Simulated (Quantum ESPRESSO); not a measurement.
**BAs: band structure with WC**

The system is BAs.

```
CELL_PARAMETERS angstrom
3.23587 0.00000 0.00000
0.00000 3.23587 0.00000
0.00000 0.00000 3.23587
ATOMIC_POSITIONS crystal
B 0.00000 0.00000 0.00000
As 0.50000 0.50000 0.50000
```

The cell was built by a generator and needn't be a form met in nature.

| Property | Result |
| --- | --- |
| Program | Quantum ESPRESSO 7.5 |
| Task | band structure |
| Functional | WC |
| Potentials or basis | SG15 PBE 1.2 |
| Cutoff | 952 eV |
| Density cutoff | 3810 eV |
| k mesh | 8 × 8 × 8 |
| Occupations | fermi-dirac, width 0.05 eV |
| Spin | no spin polarisation |
| Mixing beta | 0.5 |
| Most SCF iterations | 120 |
| SCF threshold | 4e-10 Ry |

```
Pressure               : -16.2 GPa
Band gap on the k mesh : none (metal or under the smearing width)
```

Levels at the corners of the path, in eV from the Fermi level:
```csv
point,band 1,band 2,band 3,band 4,band 5,band 6,band 7,band 8
Γ,-13.31,-2.31,-0.53,-0.53,-0.53,5.87,5.87,6.74
X,-11.34,-8.02,1.95,2.24,2.24,2.55,2.59,2.59
M,-9.64,-4.99,-4.99,-4.87,3.37,3.49,5.54,5.54
Γ,-13.31,-2.31,-0.53,-0.53,-0.53,5.87,5.87,6.74
R,-8.26,-3.06,-2.22,-2.22,-2.22,-0.94,-0.94,-0.94
X,-11.34,-8.02,1.95,2.24,2.24,2.55,2.59,2.59
M,-9.64,-4.99,-4.99,-4.87,3.37,3.49,5.54,5.54
R,-8.26,-3.06,-2.22,-2.22,-2.22,-0.94,-0.94,-0.94
```

Run time: 11 s on 1 thread of Intel(R) Xeon(R) 6975P-C (Granite Rapids), on a shared host, peak memory 0.09 GiB.

Caveat: the potentials were made for another functional, which shifts forces and pressure.
